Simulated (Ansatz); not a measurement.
# SbPt (P6_3/mmc) in Ansatz: reference runs

Aim: a first look at SbPt with PBEsol, on the cell as given and on a disturbed one.

Program: Ansatz 0.2.0. These are calculated values, not measurements. Logs are shortened: lines on timing, memory, paths and dates and some standing lists are left out, and cuts for length are marked.

## Step 1: The crystal as given

Symmetry: P6_3/mmc, No. 194, hexagonal system. The conventional cell has a = 4.120 Å, b = 4.120 Å, c = 5.470 Å, α = 90.00°, β = 90.00°, γ = 120.00°. Pt (site symmetry -3m) has 2 Pt at 2.73 Å and 6 Sb at 2.74 Å as nearest neighbours. Sb (site symmetry -6m2) has 6 Pt at 2.74 Å as nearest neighbours.

## Step 2: Single point, PBEsol

The input, input.yaml:

```yaml
crystal:
  lattice:
    - [4.12, 0.0, 0.0]
    - [-2.06, 3.5680246636, 0.0]
    - [0.0, 0.0, 5.47]
  atoms:
    - { symbol: Pt, position: [0.0, 0.0, 0.5] }
    - { symbol: Pt, position: [0.0, 0.0, 0.0] }
    - { symbol: Sb, position: [0.6666666667, 0.3333333333, 0.75] }
    - { symbol: Sb, position: [0.3333333333, 0.6666666667, 0.25] }
kpoints:
  mp_grid: { grid: [8, 8, 5] }
scf:
  occupations: { method: fermi_dirac, width: 0.05 }
hamiltonian:
  xc: pbesol
  pseudopotentials: { kind: all_electron, lapw: { basis_error: 0.001 } }
output:
  forces: true
  stress: true
  eigenvalues: true
  populations: true
```

Potentials or basis: all-electron LAPW, scalar-relativistic.

On the command line:

```
> ansatz run input.yaml --threads 2 --pin off --max-ram 8192MiB --backend cpu --events-out ev --progress --plain --runs-dir out
```

Output:

```text
Warning: RAYON_NUM_THREADS=2 ignored (pool sized by the plan → 2); use --threads N
Pt: projections on atomic orbitals take those of the free atom 1s2 2s2 2p6 3s2 3p6 3d10 4s2 4p6 4d10 4f14 5s2 5p6 5d9 6s1, of charge +0.00 (hamiltonian.pseudopotentials.projection_atoms)
Sb: projections on atomic orbitals take those of the free atom 1s2 2s2 2p6 3s2 3p6 3d10 4s2 4p6 4d10 5s2 5p3, of charge +0.00 (hamiltonian.pseudopotentials.projection_atoms)
LAPW: plane waves up to 8.560 Å⁻¹, error target 1.0e-3 eV per atom; small_component_spin mean_spin; Sb in spheres of 1.367 Å, 23 of its electrons in bands, Dirac shells []; Pt in spheres of 1.367 Å, 42 of its electrons in bands, Dirac shells [] (how accurate: hamiltonian.pseudopotentials.lapw.basis_error, Limitations)
Engine: ansatz 0.2.0, aarch64-unknown-linux-gnu
Pseudopotentials: kind: all_electron
Pseudopotential: Pt, LAPW, valence charge 42, lapw/all_electron/scalar/gaussian/Pt, Koelling and Harmon's equation, gaussian nucleus
Pseudopotential: Sb, LAPW, valence charge 23, lapw/all_electron/scalar/gaussian/Sb, Koelling and Harmon's equation, gaussian nucleus
Functional definition: PBEsol
  exchange = pbesol_x
  correlation = pbesol_c
Crystal: 4 atoms, lattice volume = 80.410 Å³
Basis set: ecut = 279.16075419764076 eV, 855 PW (Γ), exchange–correlation at level 2
[... 28 lines left out ...]
Fermi energy:    20.839169 eV
--- Per-component energies (eV) ---
  E_band       = -8760.248651
  E_kinetic    = 1508914.637023
  E_xc         = -28244.380836
  E_electrostatic = -2834891.763594  (all electrons and nuclei)
  E_smearing   = -0.023271  (= −TS)
  E_closure    = 0.000000  (closes the sum)
  E_atoms      = -1354196.892387  (free atoms, spherical and without spin; not in F)
  Σ components = -1354221.530678   (vs F -1354221.530678, Δ=0.00e0)
  Basis errors (estimates in eV, not in F): energy 3.1e-4 per atom: plane waves 2.6e-4 (1.5e-4 summed), levels above the bands 1.1e-97, relativity 4.6e-8, radial functions 4.4e-5, core shells 1.6e-7; eigenvalues (radial functions only) 1.5e-6; not estimated: angular momenta, meshes, grids; target (lapw.basis_error) 1.0e-3; muffin-tin radii Sb 1.367 Å, Pt 1.367 Å
--- Forces (eV/Å), atoms counted from 1 ---
  atom   1  Pt    -0.00000000     0.00000000     0.00000000
  atom   2  Pt    -0.00000000    -0.00000000    -0.00000000
  atom   3  Sb     0.00000000    -0.00000000     0.00000000
  atom   4  Sb    -0.00000000     0.00000000     0.00000000
  max |Σ_I F_I| component: 2.89e-18 eV/Å
--- Stress (GPa, compression-positive) ---
        3.842392      -0.000000       0.000000
       -0.000000       3.842392      -0.000000
        0.000000      -0.000000       3.174039
  P = ⅓ Tr σ = 3.6196 GPa (36.196 kbar)
--- Band table (eV; the first three rows and the last of 30) ---
  k-point 0: bands = ["-282.6008", "-282.6008", "-282.6008", "-282.6008", "-282.5759", "-282.5759", "-282.5515", "-282.5515", "-282.5515", "-282.5515", "-123.6593", "-123.6593", "-78.0324", "-78.0186", "-76.6891", "-76.6889", "-76.6882", "-76.6882", "-76.6881", "-76.6881", "-46.5642", "-46.5629", "-46.5373", "-46.5372", "-46.5328", "-46.5328", "-46.5319", "-46.5319", "-46.5119", "-46.5119", "-46.5113", "-46.5113", "-46.5031", "-46.5013", "-32.4558", "-32.2345", "-32.2345", "-32.2056", "-32.2056", "-32.1583", "-8.6315", "-8.6315", "-8.6202", "-8.6202", "-8.6133", "-8.6133", "-8.6039", "-8.5989", "-8.5922", "-8.5922", "7.7908", "11.7758", "13.7111", "14.7410", "14.7410", "14.8357", "16.2966", "16.2966", "17.1741", "17.1741", "18.6316", "18.6316", "20.7452", "20.7452", "21.5902", "23.1793", "23.2038", "24.5015", "24.5015", "24.6662", "26.1663", "26.1663", "28.8984", "28.8984", "28.9445", "29.9642", "31.1805", "31.3752"]
  k-point 1: bands = ["-282.6008", "-282.6008", "-282.6008", "-282.6008", "-282.5759", "-282.5759", "-282.5515", "-282.5515", "-282.5515", "-282.5515", "-123.6593", "-123.6593", "-78.0311", "-78.0199", "-76.6891", "-76.6889", "-76.6882", "-76.6882", "-76.6881", "-76.6881", "-46.5641", "-46.5630", "-46.5373", "-46.5372", "-46.5327", "-46.5327", "-46.5320", "-46.5320", "-46.5118", "-46.5118", "-46.5113", "-46.5113", "-46.5029", "-46.5015", "-32.4278", "-32.2318", "-32.2318", "-32.2083", "-32.2083", "-32.1872", "-8.6293", "-8.6293", "-8.6204", "-8.6204", "-8.6124", "-8.6124", "-8.6034", "-8.5993", "-8.5950", "-8.5950", "8.0039", "10.8573", "14.7608", "14.9139", "14.9139", "15.1313", "16.4379", "16.4379", "16.8578", "16.8578", "18.1543", "18.1543", "20.6026", "21.4399", "21.4399", "21.9462", "23.9950", "24.3181", "24.3181", "25.5196", "26.3319", "26.3319", "28.0434", "28.3545", "28.3545", "29.2296", "31.0137", "32.1973"]
  k-point 2: bands = ["-282.6008", "-282.6008", "-282.6008", "-282.6008", "-282.5759", "-282.5759", "-282.5515", "-282.5515", "-282.5515", "-282.5515", "-123.6593", "-123.6593", "-78.0276", "-78.0233", "-76.6890", "-76.6889", "-76.6882", "-76.6882", "-76.6881", "-76.6881", "-46.5638", "-46.5634", "-46.5372", "-46.5372", "-46.5325", "-46.5325", "-46.5322", "-46.5322", "-46.5117", "-46.5117", "-46.5115", "-46.5115", "-46.5025", "-46.5019", "-32.3542", "-32.2623", "-32.2245", "-32.2245", "-32.2156", "-32.2156", "-8.6246", "-8.6246", "-8.6216", "-8.6216", "-8.6090", "-8.6090", "-8.6020", "-8.6020", "-8.6020", "-8.6004", "8.6267", "9.6117", "15.4081", "15.4081", "15.8560", "16.0314", "16.1333", "16.1333", "16.8403", "16.8403", "17.4417", "17.4417", "19.5201", "20.2325", "22.6511", "22.6511", "23.7035", "23.7035", "25.3135", "26.3585", "26.7659", "26.7659", "27.1170", "27.1431", "27.4479", "27.4479", "32.7738", "33.2797"]
  k-point 29: bands = ["-282.6008", "-282.6008", "-282.6008", "-282.6008", "-282.5759", "-282.5759", "-282.5515", "-282.5515", "-282.5515", "-282.5515", "-123.6593", "-123.6593", "-78.0276", "-78.0233", "-76.6890", "-76.6890", "-76.6881", "-76.6881", "-76.6881", "-76.6881", "-46.5637", "-46.5634", "-46.5373", "-46.5372", "-46.5325", "-46.5325", "-46.5322", "-46.5322", "-46.5117", "-46.5117", "-46.5115", "-46.5115", "-46.5025", "-46.5019", "-32.3538", "-32.2621", "-32.2265", "-32.2259", "-32.2175", "-32.2169", "-8.6225", "-8.6194", "-8.6193", "-8.6156", "-8.6128", "-8.6119", "-8.6086", "-8.6045", "-8.5898", "-8.5895", "10.5251", "10.5310", "14.0507", "14.6659", "14.9795", "15.5174", "16.1640", "16.2603", "16.7949", "17.3288", "17.3759", "17.5478", "18.3418", "18.5481", "19.0963", "19.6288", "24.1202", "24.6198", "25.9119", "26.3895", "27.4349", "28.3145", "29.1736", "29.4346", "30.2625", "30.8487", "31.8747", "32.2994"]
--- Löwdin populations: 4 sites ---
  site symbol       q [e]
     0     Pt     77.8300
     1     Pt     77.8300
     2     Sb     50.9956
     3     Sb     50.9956
  spilling = 0.001352 (of n_electrons = 258.000000)
```

populations.tsv:

```text
# site	symbol	l	j	q
# orbitals = lowdin
# n_electrons = 258.000000
# spilling = 0.001352
# projection_atom_Pt: 1s2 2s2 2p6 3s2 3p6 3d10 4s2 4p6 4d10 4f14 5s2 5p6 5d9 6s1
# projection_atom_Sb: 1s2 2s2 2p6 3s2 3p6 3d10 4s2 4p6 4d10 5s2 5p3
0	Pt	0_1S	-	2.000000
0	Pt	0_2S	-	1.999987
0	Pt	0_3S	-	1.999839
0	Pt	0_4S	-	1.998395
0	Pt	0_5S	-	1.977450
0	Pt	0_6S	-	0.811222
0	Pt	1_2P	-	6.000000
0	Pt	1_3P	-	5.999999
0	Pt	1_4P	-	5.999953
0	Pt	1_5P	-	5.995325
0	Pt	2_3D	-	10.000000
0	Pt	2_4D	-	9.999983
0	Pt	2_5D	-	9.047855
0	Pt	3_4F	-	13.999980
1	Pt	0_1S	-	2.000000
1	Pt	0_2S	-	1.999987
1	Pt	0_3S	-	1.999839
1	Pt	0_4S	-	1.998395
1	Pt	0_5S	-	1.977450
1	Pt	0_6S	-	0.811222
1	Pt	1_2P	-	6.000000
1	Pt	1_3P	-	5.999999
1	Pt	1_4P	-	5.999953
1	Pt	1_5P	-	5.995325
1	Pt	2_3D	-	10.000000
1	Pt	2_4D	-	9.999983
1	Pt	2_5D	-	9.047855
1	Pt	3_4F	-	13.999980
2	Sb	0_1S	-	1.999999
2	Sb	0_2S	-	1.999981
2	Sb	0_3S	-	1.999714
2	Sb	0_4S	-	1.996152
2	Sb	0_5S	-	1.747774
2	Sb	1_2P	-	6.000000
2	Sb	1_3P	-	5.999969
2	Sb	1_4P	-	5.997240
2	Sb	1_5P	-	3.257105
2	Sb	2_3D	-	9.999998
2	Sb	2_4D	-	9.997708
3	Sb	0_1S	-	1.999999
3	Sb	0_2S	-	1.999981
3	Sb	0_3S	-	1.999714
3	Sb	0_4S	-	1.996152
3	Sb	0_5S	-	1.747774
3	Sb	1_2P	-	6.000000
3	Sb	1_3P	-	5.999969
3	Sb	1_4P	-	5.997240
3	Sb	1_5P	-	3.257105
3	Sb	2_3D	-	9.999998
3	Sb	2_4D	-	9.997708
```

It took 31 s on 2 threads of Arm Neoverse V1, shared host; peak memory 0.66 GiB.

What came out:

```yaml
Free_energy: -1354221.5307 eV
Pressure: 3.6 GPa
Band_gap_on_the_k_mesh: none (metal or under the smearing width)
```

The run has no spin-orbit coupling, so splittings on Pt, Sb are missing.

## Step 3: Single point, PBEsol (atoms moved at random, drawn with an rms of 0.05 Å)

The input, input.yaml:

```yaml
crystal:
  lattice:
    - [4.12, 0.0, 0.0]
    - [-2.06, 3.5680246636, 0.0]
    - [0.0, 0.0, 5.47]
  atoms:
    - { symbol: Pt, position: [0.001748, 0.004098, 0.498563] }
    - { symbol: Pt, position: [-0.009324, -0.001495, -0.00409] }
    - { symbol: Sb, position: [0.654671, 0.321606, 0.747678] }
    - { symbol: Sb, position: [0.331537, 0.670705, 0.244216] }
kpoints:
  mp_grid: { grid: [8, 8, 5] }
scf:
  occupations: { method: fermi_dirac, width: 0.05 }
hamiltonian:
  xc: pbesol
  pseudopotentials: { kind: all_electron, lapw: { basis_error: 0.001 } }
output:
  forces: true
  stress: true
  eigenvalues: true
  populations: true
```

Potentials or basis: all-electron LAPW, scalar-relativistic.

On the command line:

```
> ansatz run input.yaml --threads 2 --pin off --max-ram 8192MiB --backend cpu --events-out ev --progress --plain --runs-dir out
```

Wall time 5.3 min (2 threads of Arm Neoverse V1, shared host); peak memory 1.8 GiB.

Results (log left out):

* Free energy: -1354221.5174 eV
* Pressure: 3.7 GPa
* Largest force: 0.377 eV/Å
* Band gap on the k mesh: none (metal or under the smearing width)

Forces on the atoms (eV/Å):
```
Pt  -0.070 -0.143 -0.232
Pt   0.042 -0.094  0.166
Sb   0.066  0.368 -0.050
Sb  -0.038 -0.131  0.115
```

Stress tensor (GPa, compression positive):
```
 4.81  0.19  0.03
 0.19  3.10 -0.04
 0.03 -0.04  3.31
```

Levels at points of the mesh, in eV from the Fermi level:
```csv
k point,band 61,band 62,band 63,band 64,band 65,band 66,band 67,band 68,band 69,band 70
"(0.00, 0.00, 0.00)",-2.24,-2.19,-0.20,0.02,0.75,2.30,2.40,3.57,3.74,3.84
"(0.00, -0.50, 0.00)",-3.16,-2.99,-2.71,-2.36,-2.21,-0.58,1.87,4.24,4.32,4.51
"(-0.50, 0.00, 0.00)",-3.16,-2.98,-2.78,-2.39,-2.18,-0.59,1.94,4.21,4.29,4.49
"(-0.50, -0.50, 0.00)",-3.16,-2.98,-2.77,-2.38,-2.18,-0.59,1.93,4.19,4.29,4.52
```

Spin-orbit coupling is left out, which matters for the levels of Pt, Sb.
